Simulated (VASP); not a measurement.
# MnO (F-43m) in VASP: further runs, part 2 of 2

VASP 6.6.1.

**3. Single point, PBE+U, collinear spin, antiferromagnetic start**

This run uses another cell than the first one: it holds 4 atoms, not 2.

File INCAR:

```
SYSTEM = MnO
ALGO     = Normal         ! electronic algorithm
EDIFF    = 1E-6           ! SCF threshold, eV
ENCUT    = 520            ! plane-wave cutoff, eV
GGA      = PE             ! functional
ISIF     = 2              ! what is computed and relaxed
ISMEAR   = 0              ! smearing method
ISPIN    = 2              ! spin polarisation
LASPH    = .TRUE.         ! aspherical terms in the spheres
LCHARG   = .FALSE.        ! write CHGCAR
LDAU     = .TRUE.         ! DFT+U
LDAUJ    = 0 0          
LDAUL    = 2 -1           ! shell
LDAUPRINT= 1            
LDAUTYPE = 2            
LDAUU    = 7 0            ! U, eV
LMAXMIX  = 4              ! l up to which the mixer works
LORBIT   = 11             ! projections on sites
LREAL    = .FALSE.        ! projectors in reciprocal space
LWAVE    = .FALSE.        ! write WAVECAR
MAGMOM   = 4 -4 0 0       ! initial moments
NBANDS   = 31             ! bands
NELM     = 120            ! most SCF steps
PREC     = Accurate       ! precision mode
SIGMA    = 0.05           ! smearing width, eV
```

File KPOINTS:

```
k-points
0
G
  7 7 7
  0 0 0
```

File POSCAR:

```
MnO
1.0
    2.4365134300      2.4365134300      4.8730268600
    2.4365134300     -2.4365134300      0.0000000000
    2.4365134300      2.4365134300      0.0000000000
Mn O
2 2
Direct
    0.0000000000      0.0000000000      0.0000000000
    0.5000000000      0.5000000000      0.0000000000
    0.2500000000      0.0000000000      0.2500000000
    0.7500000000      0.5000000000      0.2500000000
```

Potentials or basis: VASP PAW PBE potentials, release 64 (Mn_pv, O).

Run with:

```console
cat potpaw_PBE.64/Mn_pv/POTCAR potpaw_PBE.64/O/POTCAR > POTCAR
mpirun -np 1 vasp_std > vasp.out
```

OUTCAR:

```text
SYSTEM = MnO
   EDIFF = 1E-6
   ENCUT = 520
   GGA = PE
   ISIF = 2
   ISMEAR = 0
   ISPIN = 2
   LASPH = .TRUE.
   LORBIT = 11
   LREAL = .FALSE.
   NELM = 120
   PREC = Accurate

 ion  position               nearest neighbor table
   1  0.000  0.000  0.000-   3 2.11   4 2.11   3 2.11   4 2.11
   2  0.500  0.500  0.000-   3 2.11   4 2.11   4 2.11   3 2.11
   3  0.250  0.000  0.250-   1 2.11   1 2.11   2 2.11   2 2.11
   4  0.750  0.500  0.250-   2 2.11   1 2.11   2 2.11   1 2.11

  LATTYP: Found a simple tetragonal cell.
 ALAT       =     3.4457503376
 C/A-ratio  =     1.4142135624

  Lattice vectors:

 A1 = (   2.4365134300,  -2.4365134300,   0.0000000000)
 A2 = (   2.4365134300,   2.4365134300,   0.0000000000)
 A3 = (   0.0000000000,   0.0000000000,   4.8730268600)

Analysis of symmetry for initial positions (statically):
=====================================================================
 Subroutine PRICEL returns following result:

  LATTYP: Found a face centered cubic cell.
 ALAT       =     4.8730268600
[... 12 lines left out ...]
 Subroutine GETGRP returns: Found  8 space group operations
 (whereof  8 operations were pure point group operations)
 out of a pool of 16 trial point group operations.

The static configuration has the point symmetry D_2d.

Analysis of symmetry for dynamics (positions and initial velocities):
=====================================================================
 Subroutine PRICEL returns following result:

  LATTYP: Found a face centered cubic cell.
 ALAT       =     4.8730268600
[... 12 lines left out ...]
 Subroutine GETGRP returns: Found  8 space group operations
 (whereof  8 operations were pure point group operations)
 out of a pool of 16 trial point group operations.

The dynamic configuration has the point symmetry D_2d.

[... 232 lines left out ...]

 number of electron      37.9999998 magnetization      -0.0000000

 Free energy of the ion-electron system (eV)
  ---------------------------------------------------
  ext. energy  EPLUGINS =         0.00000000
  ---------------------------------------------------
  free energy    TOTEN  =       -29.68886941 eV

  energy without entropy =      -29.68886941  energy(sigma->0) =      -29.68886941

 E-fermi :   3.1176     XC(G=0): -10.0856

 val. band max:        2.8789799152   @ k =   0.4286   0.0000   0.0000
 cond. band min:       4.1500449521   @ k =   0.0000   0.0000   0.0000
 fundamental gap:      1.2710650369
 Fermi energy:         3.1175603824

 spin component 1

 k-point     1 :       0.0000    0.0000    0.0000
  band No.  band energies     occupation
      1     -45.5096      1.00000
      2     -45.5000      1.00000
      3     -45.5000      1.00000
      4     -40.5293      1.00000
      5     -40.5255      1.00000
      6     -40.5255      1.00000
[... 1625 lines left out ...]
     30      15.4670      0.00000
     31      17.1404      0.00000

 [... further k-points ...]

------------------------ aborting loop because EDIFF is reached ----------------------------------------

  FORCE on cell =-STRESS in cart. coord.  units (eV):
  Direction    XX          YY          ZZ          XY          YZ          ZX
  --------------------------------------------------------------------------------------
  -------------------------------------------------------------------------------------
  Total       -0.1424946     -0.1424946     -0.4640146      0.0000000      0.0000000     -0.0000000
  in kB       -3.9458669     -3.9458669    -12.8491918      0.0000000      0.0000000     -0.0000000
  external PRESSURE =      -6.9136419 kB  Pullay stress =       0.0000000 kB

 VOLUME and BASIS-vectors are now :
 -----------------------------------------------------------------------------
  energy-cutoff  :      520.00
  volume of cell :       57.86
      direct lattice vectors                 reciprocal lattice vectors
     2.436513430  2.436513430  4.873026860     0.000000000  0.000000000  0.205211264
     2.436513430 -2.436513430  0.000000000     0.205211264 -0.205211264  0.000000000
     2.436513430  2.436513430  0.000000000     0.205211264  0.205211264 -0.205211264

 POSITION                                       TOTAL-FORCE (eV/Angst)
 -----------------------------------------------------------------------------------
      0.00000      0.00000      0.00000         0.000000     -0.000000      0.000000
      2.43651      0.00000      2.43651         0.000000      0.000000      0.000000
      1.21826      1.21826      1.21826        -0.000000     -0.000000      0.000000
      3.65477      1.21826      3.65477         0.000000      0.000000      0.000000
 -----------------------------------------------------------------------------------
    total drift:                                0.000005      0.000005     -0.000006

  FREE ENERGIE OF THE ION-ELECTRON SYSTEM (eV)
  ---------------------------------------------------
  free  energy   TOTEN  =       -29.6888694077 eV

  energy  without entropy=      -29.6888694077  energy(sigma->0) =      -29.68886941

 total charge

# of ion       s       p       d       tot
------------------------------------------
    1        0.225   6.197   4.929  11.351
    2        0.225   6.197   4.929  11.351
    3        1.548   3.454   0.000   5.002
    4        1.548   3.454   0.000   5.002
--------------------------------------------------
tot          3.547  19.302   9.857  32.706

 magnetization (x)

# of ion       s       p       d       tot
------------------------------------------
    1        0.030   0.042   4.591   4.663
    2       -0.030  -0.042  -4.591  -4.663
    3        0.000   0.000   0.000   0.000
    4        0.000   0.000   0.000   0.000
--------------------------------------------------
tot          0.000   0.000  -0.000  -0.000
```

OSZICAR:

```text
N       E                     dE             d eps       ncg     rms          rms(c)
DAV:   1     0.453985094256E+03    0.45399E+03   -0.21250E+04  5016   0.141E+03
DAV:   2     0.823439737670E+01   -0.44575E+03   -0.41944E+03  5107   0.427E+02
DAV:   3    -0.281967237878E+02   -0.36431E+02   -0.35857E+02  5597   0.132E+02
DAV:   4    -0.288035869949E+02   -0.60686E+00   -0.60622E+00  5388   0.181E+01
DAV:   5    -0.288105796766E+02   -0.69927E-02   -0.69925E-02  5681   0.204E+00    0.204E+01
DAV:   6    -0.283753927463E+02    0.43519E+00   -0.33187E+01  5885   0.512E+01    0.208E+01
DAV:   7    -0.296583594452E+02   -0.12830E+01   -0.45148E+00  5121   0.201E+01    0.116E+01
DAV:   8    -0.296644378033E+02   -0.60784E-02   -0.72810E-01  5723   0.562E+00    0.819E+00
DAV:   9    -0.296858431897E+02   -0.21405E-01   -0.13451E-01  5282   0.372E+00    0.103E+00
DAV:  10    -0.296834911498E+02    0.23520E-02   -0.41753E-02  5603   0.182E+00    0.293E-01
DAV:  11    -0.296883659001E+02   -0.48748E-02   -0.44299E-03  5233   0.743E-01    0.216E-01
DAV:  12    -0.296887819312E+02   -0.41603E-03   -0.10598E-03  5534   0.330E-01    0.112E-01
DAV:  13    -0.296888353334E+02   -0.53402E-04   -0.12244E-04  5422   0.946E-02    0.347E-02
DAV:  14    -0.296888594625E+02   -0.24129E-04   -0.21663E-05  5275   0.385E-02    0.112E-02
DAV:  15    -0.296888681870E+02   -0.87245E-05   -0.12781E-05  5478   0.362E-02    0.326E-02
DAV:  16    -0.296888693328E+02   -0.11458E-05   -0.20587E-06  4887   0.160E-02    0.117E-02
DAV:  17    -0.296888694077E+02   -0.74841E-07   -0.26969E-07  2627   0.392E-03
   1 F= -.29688869E+02 E0= -.29688869E+02  d E =-.560857E-13  mag=    -0.0000
```

stdout:

```text
POSCAR found type information on POSCAR MnO
 POSCAR found :  2 types and       4 ions
 scaLAPACK will be used
 LDA part: xc-table for (Slater+PW92), standard interpolation
 POSCAR, INCAR and KPOINTS ok, starting setup
 FFT: planning ... GRIDC
 FFT: planning ... GRID_SOFT
 FFT: planning ... GRID
 WAVECAR not read
 entering main loop
```

Wall time 2.1 min (1 thread of Intel Xeon Platinum 8259CL at 2.50GHz (Skylake/Cascade Lake), shared host); peak memory 0.27 GiB.

The run converged, but a check on its numbers failed (symmetry, net force, bounds or a known fault of this set-up), so they aren't taken as properties of the crystal.

Caveat: the result breaks the symmetry of the cell; an odd mesh through Γ misses points on the zone boundary, where band edges often lie.

**4. Single point, PBE+U, collinear spin, zero start**

Changes to INCAR since step 3:

```diff
@@ -1,3 +1,3 @@
 SYSTEM = MnO
-ALGO     = Normal         ! electronic algorithm
+ALGO     = Fast           ! electronic algorithm
 EDIFF    = 1E-6           ! SCF threshold, eV
@@ -20,5 +20,4 @@
 LWAVE    = .FALSE.        ! write WAVECAR
-MAGMOM   = 4 -4 0 0       ! initial moments
-NBANDS   = 31             ! bands
-NELM     = 120            ! most SCF steps
+MAGMOM   = 0 0            ! initial moments
+NELM     = 150            ! most SCF steps
 PREC     = Accurate       ! precision mode
```

KPOINTS is that of step 3.

File POSCAR:

```
MnO
1.0
    0.0000000000      2.4365134300      2.4365134300
    2.4365134300      0.0000000000      2.4365134300
    2.4365134300      2.4365134300      0.0000000000
Mn O
1 1
Direct
    0.0000000000      0.0000000000      0.0000000000
    0.2500000000      0.2500000000      0.2500000000
```

Run with:

```console
cat potpaw_PBE.64/Mn_pv/POTCAR potpaw_PBE.64/O/POTCAR > POTCAR
mpirun -np 1 vasp_std > vasp.out
```

Wall time 28 s (1 thread of Intel Xeon Platinum 8259CL at 2.50GHz (Skylake/Cascade Lake), shared host); peak memory 0.17 GiB.

The run converged. Its results:

```
Free energy                                           : -9.2982 eV
Pressure                                              : -23.5 GPa
Band gap on the k mesh                                : none (metal or under the smearing width)
Net moment                                            : 0.00 μB per cell
Valence electrons inside the program's atomic spheres : Mn 11.31; O 4.94
```

Levels at points of the mesh, in eV from the Fermi level:
Spin up:
```csv
k point,band 5,band 6,band 7,band 8,band 9,band 10,band 11,band 12,band 13
"(0.00, 0.00, 0.00)",-4.96,-4.96,-4.96,-4.52,-4.52,-1.05,2.05,2.05,2.05
```
Spin down:
| k point | band 7 | band 8 | band 9 | band 10 | band 11 | band 12 |
| --- | --- | --- | --- | --- | --- | --- |
| (0.00, 0.00, 0.00) | -4.96 | -4.52 | -4.52 | -1.05 | 2.05 | 2.05 |

Eigenvalues of the final occupation matrices:
```tsv
site	spin	trace	eigenvalues
site 1 d	1	2.46	0.19 0.19 0.19 0.94 0.94
site 1 d	2	2.46	0.19 0.19 0.19 0.94 0.94
```

**5. Single point, PBE+U, collinear spin, random start**

File INCAR:

```
SYSTEM = MnO
ALGO = Fast
EDIFF = 1E-6
ENCUT = 520
GGA = PE
ISIF = 2
ISMEAR = 0
ISPIN = 2
LASPH = .TRUE.
LCHARG = .FALSE.
LDAU = .TRUE.
LDAUJ = 0 0
LDAUL = 2 -1
LDAUPRINT = 1
LDAUTYPE = 2
LDAUU = 7 0
LMAXMIX = 4
LORBIT = 11
LREAL = .FALSE.
LWAVE = .FALSE.
MAGMOM = 4.47 0
NELM = 120
PREC = Accurate
SIGMA = 0.05
```

KPOINTS is that of step 4.

POSCAR is that of step 4.

Run with:

```console
cat potpaw_PBE.64/Mn_pv/POTCAR potpaw_PBE.64/O/POTCAR > POTCAR
mpirun -np 1 vasp_std > vasp.out
```

Wall time 23 s (1 thread of Intel Xeon Platinum 8259CL at 2.50GHz (Skylake/Cascade Lake), shared host); peak memory 0.17 GiB.

It converged, with:

- Free energy: -14.7748 eV
- Pressure: 1.2 GPa
- Band gap on the k mesh: none (metal or under the smearing width)
- Net moment: 5.00 μB per cell
- Site moments: Mn +4.70; O +0.04 μB
- Valence electrons inside the program's atomic spheres: Mn 11.35; O 5.00

Levels at points of the mesh, in eV from the Fermi level:
Spin up:
| k point | band 10 | band 11 | band 12 | band 13 | band 14 | band 15 |
| --- | --- | --- | --- | --- | --- | --- |
| (0.00, 0.00, 0.00) | -0.10 | -0.02 | -0.02 | -0.02 | 12.92 | 12.92 |
Spin down:
```
           k point  band 3  band 4  band 5  band 6  band 7  band 8  band 9  band 10  band 11  band 12
(0.00, 0.00, 0.00)  -44.18  -17.53   -2.57   -2.57   -2.57    1.06    6.05     6.05     7.26     7.26
```

Eigenvalues of the final occupation matrices:
| site | spin | trace | eigenvalues |
| --- | --- | --- | --- |
| site 1 d | 1 | 4.79 | 0.95 0.95 0.96 0.96 0.96 |
| site 1 d | 2 | 0.16 | 0.01 0.01 0.04 0.04 0.04 |

Caveat: a cell with one magnetic atom can't hold antiferromagnetic order, which such compounds often take.

**6. Single point, PBE+U, collinear spin, ferromagnetic start**

File INCAR:

```
ALGO = Normal ; EDIFF = 1E-6
ENCUT = 520 ; GGA = PE
ISIF = 2 ; ISMEAR = 0
ISPIN = 2 ; LASPH = True
LCHARG = False ; LDAU = True
LDAUJ = 0 0 ; LDAUL = 2 -1
LDAUPRINT = 1 ; LDAUTYPE = 2
LDAUU = 7 0 ; LMAXMIX = 4
LORBIT = 11 ; LREAL = False
LWAVE = False ; MAGMOM = 4 0
NBANDS = 20 ; NELM = 120
NUPDOWN = 2 ; PREC = Accurate
SIGMA = 0.05
```

File KPOINTS:

```
k-points
0
Gamma
  7 7 7
```

POSCAR is that of step 5.

Potentials or basis: VASP PAW PBE potentials, release 64 (Mn_pv, O).

Run with:

```console
cat potpaw_PBE.64/Mn_pv/POTCAR potpaw_PBE.64/O/POTCAR > POTCAR
mpirun -np 1 vasp_std > vasp.out
```

OUTCAR:

```text
EDIFF = 1E-6
   ENCUT = 520
   GGA = PE
   ISIF = 2
   ISMEAR = 0
   ISPIN = 2
   LASPH = True
   LORBIT = 11
   LREAL = False
   NELM = 120
   NUPDOWN = 2
   PREC = Accurate

 ion  position               nearest neighbor table
   1  0.000  0.000  0.000-   2 2.11   2 2.11   2 2.11   2 2.11
   2  0.250  0.250  0.250-   1 2.11   1 2.11   1 2.11   1 2.11

  LATTYP: Found a face centered cubic cell.
 ALAT       =     4.8730268600

  Lattice vectors:

 A1 = (   0.0000000000,   2.4365134300,   2.4365134300)
[... 1165 lines left out ...]
  external PRESSURE =    -200.1668744 kB  Pullay stress =       0.0000000 kB

 VOLUME and BASIS-vectors are now :
 -----------------------------------------------------------------------------
  energy-cutoff  :      520.00
  volume of cell :       28.93
      direct lattice vectors                 reciprocal lattice vectors
     0.000000000  2.436513430  2.436513430    -0.205211264  0.205211264  0.205211264
     2.436513430  0.000000000  2.436513430     0.205211264 -0.205211264  0.205211264
     2.436513430  2.436513430  0.000000000     0.205211264  0.205211264 -0.205211264

 POSITION                                       TOTAL-FORCE (eV/Angst)
 -----------------------------------------------------------------------------------
      0.00000      0.00000      0.00000        -0.000000     -0.000000      0.000000
      1.21826      1.21826      1.21826         0.000000      0.000000     -0.000000
 -----------------------------------------------------------------------------------
    total drift:                               -0.000000     -0.000000     -0.000000

  FREE ENERGIE OF THE ION-ELECTRON SYSTEM (eV)
  ---------------------------------------------------
  free  energy   TOTEN  =        -8.8238717056 eV

  energy  without entropy=       -8.8173495601  energy(sigma->0) =       -8.82061063

 total charge

# of ion       s       p       d       tot
------------------------------------------
    1        0.210   6.174   4.971  11.355
    2        1.569   3.336   0.000   4.905
--------------------------------------------------
tot          1.778   9.510   4.971  16.259

 magnetization (x)

# of ion       s       p       d       tot
------------------------------------------
    1        0.005  -0.008   2.404   2.401
    2       -0.012  -0.251   0.000  -0.263
--------------------------------------------------
tot         -0.007  -0.259   2.404   2.138
```

Wall time 29 s (1 thread of Intel Xeon Platinum 8259CL at 2.50GHz (Skylake/Cascade Lake), shared host); peak memory 0.17 GiB.

Results:

| Quantity | Value |
| --- | --- |
| Free energy | -8.8239 eV |
| Pressure | -20.0 GPa |
| Net moment | 2.00 μB per cell |
| Site moments | Mn +2.40; O -0.26 μB |
| Valence electrons inside the program's atomic spheres | Mn 11.36; O 4.91 |

Eigenvalues of the final occupation matrices:
```
    site  spin  trace               eigenvalues
site 1 d     1   3.70  0.61 0.61 0.61 0.94 0.94
site 1 d     2   1.29  0.02 0.02 0.42 0.42 0.42
```

Caveat: the moment is held away from its start; the total moment is fixed, so each spin has its own Fermi level; a cell with one magnetic atom can't hold antiferromagnetic order, which such compounds often take. The state reached can hang on the start; a lower one may exist.

**7. Summary**

| task | level | potentials or basis | spin | U | fixed moment (μB) | cell | cutoff (eV) | smearing | ions in elastic constants | gap on the mesh (eV) | pressure (GPa) | moment (μB) |
| --- | --- | --- | --- | --- | --- | --- | --- | --- | --- | --- | --- | --- |
| elastic constants | LDA | VASP PAW LDA potentials, release 64 (Mn_pv, O) | collinear, ferromagnetic start | - | - | relaxed | 600 | gaussian 0.02 eV | relaxed | - | - | 0.61 |
| single point | PBE+U | VASP PAW PBE potentials, release 64 (Mn_pv, O) | collinear, zero start | Mn d U = 7 eV | - | as given | 520 | gaussian 0.05 eV | - | none | -23.5 | 0.00 |
| single point | PBE+U | VASP PAW PBE potentials, release 64 (Mn_pv, O) | collinear, random start | Mn d U = 7 eV | - | as given | 520 | gaussian 0.05 eV | - | none | 1.2 | 5.00 |
| single point | PBE+U | VASP PAW PBE potentials, release 64 (Mn_pv, O) | collinear, ferromagnetic start | Mn d U = 7 eV | 2 | as given | 520 | gaussian 0.05 eV | - | - | -20.0 | 2.00 |

Alike in all rows: k mesh 7 × 7 × 7.

Caveats: a cell with one magnetic atom can't hold antiferromagnetic order, which such compounds often take (some runs); the moment fell far below its start of 4 μB, so a state of higher moment may lie lower in energy (some runs); the moment is held away from its start (some runs); the total moment is fixed, so each spin has its own Fermi level (some runs).

Absolute energies hang on the potentials; compare differences alone.
